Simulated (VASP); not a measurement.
# InP (F-43m) in VASP: dielectric tensor with PBE

Aim: the dielectric tensor of InP with PBE.

All numbers are computed with VASP 6.6.1; they aren't measurements. Logs are shortened: lines on timing, memory, paths and dates and some standing lists are left out, and cuts for length are marked.

**What was measured.**

A printed reference work, data compilation reports, for a bulk crystal of InP at 1.6 K: band gap 1.4236 eV (direct).

A printed reference work, textbook reports, for a bulk crystal of InP at 300 K: high-frequency dielectric constant 9.61.

The results are compared with them further down.

## Step 1: The crystal as given

The structure is cubic, space group F-43m (No. 216). The conventional cell has a = 5.861 Å, b = 5.861 Å, c = 5.861 Å, α = 90.00°, β = 90.00°, γ = 90.00°. In (site symmetry -43m) has 4 P at 2.54 Å as nearest neighbours. Around P (site symmetry -43m) lie 4 In at 2.54 Å.

## Step 2: Dielectric tensor, PBE

File INCAR:

```
SYSTEM = InP
ALGO = Normal ; EDIFF = 1E-8
ENCUT = 520 ; GGA = PE
ISIF = 2 ; ISMEAR = 0
LASPH = .TRUE. ; LCHARG = .FALSE.
LEPSILON = .TRUE. ; LREAL = .FALSE.
LWAVE = .FALSE. ; NELM = 100
PREC = Accurate ; SIGMA = 0.01
```

File KPOINTS:

```
k-points
0
G
  6 6 6
  0 0 0
```

File POSCAR:

```
InP
1.0
    0.0000000000      2.9305000000      2.9305000000
    2.9305000000      0.0000000000      2.9305000000
    2.9305000000      2.9305000000      0.0000000000
In P
1 1
Direct
    0.0000000000      0.0000000000      0.0000000000
    0.2500000000      0.2500000000      0.2500000000
```

Potentials or basis: VASP PAW PBE potentials, release 64 (In_d, P).

Command:

```sh
cat potpaw_PBE.64/In_d/POTCAR potpaw_PBE.64/P/POTCAR > POTCAR
mpirun -np 1 vasp_std > vasp.out
```

OUTCAR:

```text
SYSTEM = InP
   EDIFF = 1E-8
   ENCUT = 520
   GGA = PE
   ISIF = 2
   ISMEAR = 0
   LASPH = .TRUE.
   LEPSILON = .TRUE.
   LREAL = .FALSE.
   NELM = 100
   PREC = Accurate

 ion  position               nearest neighbor table
   1  0.000  0.000  0.000-   2 2.54   2 2.54   2 2.54   2 2.54
   2  0.250  0.250  0.250-   1 2.54   1 2.54   1 2.54   1 2.54

  LATTYP: Found a face centered cubic cell.
 ALAT       =     5.8610000000

  Lattice vectors:

 A1 = (   0.0000000000,   2.9305000000,   2.9305000000)
 A2 = (   2.9305000000,   0.0000000000,   2.9305000000)
 A3 = (   2.9305000000,   2.9305000000,   0.0000000000)

Analysis of symmetry for initial positions (statically):
=====================================================================
 Subroutine PRICEL returns:
 Original cell was already a primitive cell.

 Routine SETGRP: Setting up the symmetry group for a
 face centered cubic supercell.

 Subroutine GETGRP returns: Found 24 space group operations
 (whereof 24 operations were pure point group operations)
 out of a pool of 48 trial point group operations.

The static configuration has the point symmetry T_d .

Analysis of symmetry for dynamics (positions and initial velocities):
=====================================================================
 Subroutine PRICEL returns:
 Original cell was already a primitive cell.

 Routine SETGRP: Setting up the symmetry group for a
 face centered cubic supercell.

 Subroutine GETGRP returns: Found 24 space group operations
 (whereof 24 operations were pure point group operations)
 out of a pool of 48 trial point group operations.

The dynamic configuration has the point symmetry T_d .

 Subroutine INISYM returns: Found 24 space group operations
 (whereof 24 operations are pure point group operations),
 and found     1 'primitive' translations

----------------------------------------------------------------------------------------

                                     Primitive cell

  volume of cell :      50.3333

  direct lattice vectors                    reciprocal lattice vectors
     0.000000000  2.930500000  2.930500000    -0.170619348  0.170619348  0.170619348
     2.930500000  0.000000000  2.930500000     0.170619348 -0.170619348  0.170619348
     2.930500000  2.930500000  0.000000000     0.170619348  0.170619348 -0.170619348

  length of vectors
     4.144352845  4.144352845  4.144352845     0.295521380  0.295521380  0.295521380

  position of ions in fractional coordinates (direct lattice)
     0.000000000  0.000000000  0.000000000
     0.250000000  0.250000000  0.250000000

  ion indices of the primitive-cell ions
   primitive index   ion index
                 1           1
                 2           2

----------------------------------------------------------------------------------------

 KPOINTS: k-points

Automatic generation of k-mesh.
 Grid dimensions read from file:
 generate k-points for:    6    6    6

 Generating k-lattice:

  Cartesian coordinates                     Fractional coordinates (reciprocal lattice)
    -0.028436558  0.028436558  0.028436558     0.166666667  0.000000000  0.000000000
     0.028436558 -0.028436558  0.028436558     0.000000000  0.166666667  0.000000000
     0.028436558  0.028436558 -0.028436558     0.000000000  0.000000000  0.166666667

  Length of vectors
     0.049253563  0.049253563  0.049253563

  Shift w.r.t. Gamma in fractional coordinates (k-lattice)
     0.000000000  0.000000000  0.000000000

 Subroutine IBZKPT returns following result:
 ===========================================

 Found     16 irreducible k-points:

 Following reciprocal coordinates:
            Coordinates               Weight
[... 66 lines left out ...]
 Gauss-broadening in eV      SIGMA  =   0.01
  energy-cutoff  :      520.00
  volume of cell :       50.33
 maximum number of plane-waves:      1380
   NGX = 15   NGY = 15   NGZ = 15

--------------------------------------- Ionic step        1  -------------------------------------------

 number of electron      18.0000005 magnetization

 E-fermi :   5.2861     XC(G=0):  -9.2800

 val. band max:        5.1955411905   @ k =   0.0000   0.0000   0.0000
 cond. band min:       5.9056009228   @ k =   0.0000   0.0000   0.0000
 fundamental gap:      0.7100597323
 Fermi energy:         5.2861362141

 k-point     1 :       0.0000    0.0000    0.0000
  band No.  band energies     occupation
      1      -8.9978      2.00000
      2      -8.9978      2.00000
      3      -8.9978      2.00000
      4      -8.8460      2.00000
      5      -8.8460      2.00000
      6      -6.3225      2.00000
      7       5.1955      2.00000
      8       5.1955      2.00000
      9       5.1955      2.00000
     10       5.9056      0.00000
     11       9.2831      0.00000
     12       9.2831      0.00000
     13       9.2831      0.00000
[... 226 lines left out ...]
  band No.  band energies     occupation
      1      -9.1588      2.00000
      2      -8.9255      2.00000
      3      -8.9013      2.00000
      4      -8.8743      2.00000
      5      -8.8241      2.00000
      6      -3.8841      2.00000
      7      -0.4477      2.00000
      8       2.3887      2.00000
      9       2.4122      2.00000
     10       8.4748      0.00000
     11       8.8171      0.00000
     12      11.9888      0.00000
     13      12.2776      0.00000

  FORCE on cell =-STRESS in cart. coord.  units (eV):
  Direction    XX          YY          ZZ          XY          YZ          ZX
  --------------------------------------------------------------------------------------
  -------------------------------------------------------------------------------------
  Total        1.0314939      1.0314939      1.0314939      0.0000000      0.0000000     -0.0000000
  in kB       32.8338705     32.8338705     32.8338705      0.0000000      0.0000000     -0.0000000
  external PRESSURE =      32.8338705 kB  Pullay stress =       0.0000000 kB

 VOLUME and BASIS-vectors are now :
 -----------------------------------------------------------------------------
  energy-cutoff  :      520.00
  volume of cell :       50.33
      direct lattice vectors                 reciprocal lattice vectors
     0.000000000  2.930500000  2.930500000    -0.170619348  0.170619348  0.170619348
     2.930500000  0.000000000  2.930500000     0.170619348 -0.170619348  0.170619348
     2.930500000  2.930500000  0.000000000     0.170619348  0.170619348 -0.170619348

 POSITION                                       TOTAL-FORCE (eV/Angst)
 -----------------------------------------------------------------------------------
      0.00000      0.00000      0.00000         0.000000      0.000000      0.000000
      1.46525      1.46525      1.46525        -0.000000     -0.000000     -0.000000
 -----------------------------------------------------------------------------------
    total drift:                               -0.000000     -0.000000     -0.000000

  FREE ENERGIE OF THE ION-ELECTRON SYSTEM (eV)
  ---------------------------------------------------
  free  energy   TOTEN  =        -8.3700907320 eV

  energy  without entropy=       -8.3700907320  energy(sigma->0) =       -8.37009073

 HEAD OF MICROSCOPIC STATIC DIELECTRIC TENSOR (INDEPENDENT PARTICLE, excluding Hartree and local field effects)
 ------------------------------------------------------
          21.083056     0.000000     0.000000
           0.000000    21.083056     0.000000
           0.000000     0.000000    21.083056
 ------------------------------------------------------

 Free energy of the ion-electron system (eV)
  ---------------------------------------------------
  ---------------------------------------------------
  free energy    TOTEN  =        -2.91039599 eV

  energy without entropy =       -2.91039599

------------------------ aborting loop because EDIFF is reached ----------------------------------------

--------------------------------------- Ionic step        2  -------------------------------------------

------------------------ aborting loop because EDIFF is reached ----------------------------------------

--------------------------------------- Ionic step        3  -------------------------------------------

 Free energy of the ion-electron system (eV)
  ---------------------------------------------------
  ---------------------------------------------------
  free energy    TOTEN  =        -2.91039534 eV

  energy without entropy =       -2.91039534

------------------------ aborting loop because EDIFF is reached ----------------------------------------

 PIEZOELECTRIC TENSOR FIELD DIRECTION 3  (e Angst)
 -----------------------------------------------------------------------------
    -0.00017 -3.03365  0.00000           (  0.00000 -0.02787  0.00000)
    -3.03365 -0.00017  0.00000           ( -0.02787  0.00000  0.00000)
     0.00000  0.00000 -0.00118           (  0.00000  0.00000 -0.00000)

 PIEZOELECTRIC TENSOR FIELD DIRECTION 3  (C/m^2)
 -----------------------------------------------------------------------------
    -0.00006 -0.96565  0.00000
    -0.96565 -0.00006  0.00000
     0.00000  0.00000 -0.00038

 MACROSCOPIC STATIC DIELECTRIC TENSOR (including local field effects in DFT)
 ------------------------------------------------------
          20.769070    -0.000000     0.000000
           0.000000    20.769070     0.000000
          -0.000000     0.000000    20.769070
 ------------------------------------------------------

 PIEZOELECTRIC TENSOR (including local field effects)  for field in x, y, z        (e  Angst)
          XX          YY          ZZ          XY          YZ          ZX
  --------------------------------------------------------------------------------
  x    -0.00000    -0.00000     0.00000     0.00000    -3.04824     0.00000
  y    -0.00000     0.00000     0.00000     0.00000     0.00000    -3.04824
  z     0.00000     0.00000     0.00000    -3.04824     0.00000     0.00000

 PIEZOELECTRIC TENSOR (including local field effects)  for field in x, y, z        (C/m^2)
          XX          YY          ZZ          XY          YZ          ZX
  --------------------------------------------------------------------------------
  x    -0.00000    -0.00000     0.00000     0.00000    -0.97030     0.00000
  y    -0.00000     0.00000     0.00000     0.00000     0.00000    -0.97030
  z     0.00000     0.00000     0.00000    -0.97030     0.00000     0.00000

 BORN EFFECTIVE CHARGES (including local field effects) (in |e|, cummulative output)
 ---------------------------------------------------------------------------------
 ion    1
    1     2.83679     0.00000     0.00000
    2    -0.00000     2.83679     0.00000
    3    -0.00000    -0.00000     2.83679
 ion    2
    1    -2.83679    -0.00000    -0.00000
    2     0.00000    -2.83679    -0.00000
    3     0.00000     0.00000    -2.83679
```

Run time: 2.1 min. Hardware: 1 thread of Intel Xeon 6975P-C (Granite Rapids), shared host; peak memory 0.24 GiB.

What came out:

* Band gap on the k mesh: 0.71 eV, direct
* Electronic dielectric tensor (diagonal): 20.77
* Born charges (mean of the diagonal): In +2.84; P -2.84 e

Electronic dielectric tensor:
```
20.77  0.00  0.00
 0.00 20.77  0.00
 0.00  0.00 20.77
```

Born effective charge tensors (e):
atom 1, In
```
2.84 0.00 0.00
0.00 2.84 0.00
0.00 0.00 2.84
```
atom 2, P
```
-2.84  0.00  0.00
 0.00 -2.84  0.00
 0.00  0.00 -2.84
```

Caveat: spin-orbit coupling is left out, which moves the levels of the heavy elements.

## Step 3: Comparison with measurements

Step 2. A measured gap of InP is 1.4236 eV (direct; 1.6 K; a printed reference work, data compilation); the calculated 0.71 eV misses it by -0.71 eV. Spin-orbit coupling on In is left out. The value is that of PBE, without temperature or zero-point motion. Semilocal functionals fall short of measured gaps as a rule. Against the measured high-frequency dielectric constant of InP, 9.61 (300 K; a printed reference work, textbook), the calculated 20.77 is off by +116.1 %. So large a miss can be the level of theory's own, or it may mean another phase, state or a wrong row.
